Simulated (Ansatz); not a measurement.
# RbBr (rocksalt): other levels of theory at one geometry

The task here is to estimate one member of a computed series from the others.

Computed with Ansatz 0.2.0 (DFT at several levels, plane waves, PAW, unless a step's input says otherwise).

1 further run of the same task is left out (it didn't finish).

## The starting structure

Symmetry: Fm-3m, No. 225, cubic system. Conventional cell: a = 7.017 Å, b = 7.017 Å, c = 7.017 Å, α = 90.00°, β = 90.00°, γ = 90.00°. Rb (site symmetry m-3m) is surrounded by 6 Br at 3.51 Å. Around Br (site symmetry m-3m) lie 6 Rb at 3.51 Å.

Structure file:

```cif
data_structure
_symmetry_space_group_name_H-M 'Fm-3m'
_symmetry_Int_Tables_number 225
_cell_length_a 7.0167
_cell_length_b 7.0167
_cell_length_c 7.0167
_cell_angle_alpha 90.000
_cell_angle_beta 90.000
_cell_angle_gamma 90.000
_cell_volume 345.46
loop_
_atom_site_label
_atom_site_type_symbol
_atom_site_symmetry_multiplicity
_atom_site_Wyckoff_symbol
_atom_site_fract_x
_atom_site_fract_y
_atom_site_fract_z
_atom_site_occupancy
Rb1 Rb 4 b 0.50000 0.00000 0.00000 1
Br1 Br 4 a 0.00000 0.00000 0.00000 1
```

This cell comes from an earlier session at PBE: 43.182 Å³/atom at 0.01 GPa, on a 8×8×8 mesh, gap on the mesh 4.19 eV.

Levels to run: PBE+SOC; r²SCAN; PBEsol; LDA; HSE06. Hardware: 2 threads of Arm Neoverse V1, shared host.

Set-up of the first run:

input.yaml reads:

```yaml
crystal:
  lattice:
    - [0.0, 3.5083429181, 3.5083429181]
    - [3.5083429181, 0.0, 3.5083429181]
    - [3.5083429181, 3.5083429181, 0.0]
  atoms:
    - { symbol: Rb, position: [0.5, 0.5, 0.5] }
    - { symbol: Br, position: [0.0, 0.0, 0.0] }
basis:
  ecutwfc: 420
  ecutrho_ratio: 4
kpoints:
  mp_grid: { grid: [8, 8, 8] }
hamiltonian:
  xc: pbe
scf:
  occupations: { method: gaussian, width: 0.05 }
output:
  forces: true
  stress: true
  eigenvalues: true
  populations: true
  dos: { projected: true, de: 0.02 }
  write_density: true
  write_potential: true
  elf: true
  volumetric_format: npy
magnetization:
  noncollinear: true
  spin_orbit: true
```

Command:

```bash
$ ansatz run input.yaml --threads 2 --pin off --max-ram 2662MiB --backend cpu --events-out ev --progress --plain --runs-dir out
```

Among the steps run: PBE+SOC; r²SCAN; PBEsol; LDA; HSE06.

One table of the session follows, with a row left open; its other results are not shown here.

```
  level  gap on the mesh (eV)  pressure (GPa)
    PBE                  4.19             0.0
    LDA                  3.79            -1.9
 PBEsol                     ?               ?
PBE+SOC                  4.03             0.0
 r²SCAN                  4.79            -0.5
  HSE06                  5.34            -0.2
```

Q: Estimate the row for PBEsol from the others.

**Answer.** gap on the mesh (eV): 4.06; pressure (GPa): -0.9. In the column «gap on the mesh (eV)» it lies between PBE+SOC (4.03) and PBE (4.19).

The pressure runs from -1.9 GPa (LDA) to 0.0 GPa (PBE+SOC); a negative pressure means that level wants a smaller cell, a positive one a larger cell. The gap is widest with HSE06 (5.34 eV) and narrowest with LDA (3.79 eV). Total energies of different levels have different zeros and can't be compared.

To keep in mind: Warnings in the runs' records: stress scf threshold loose, stress exchange threshold loose.
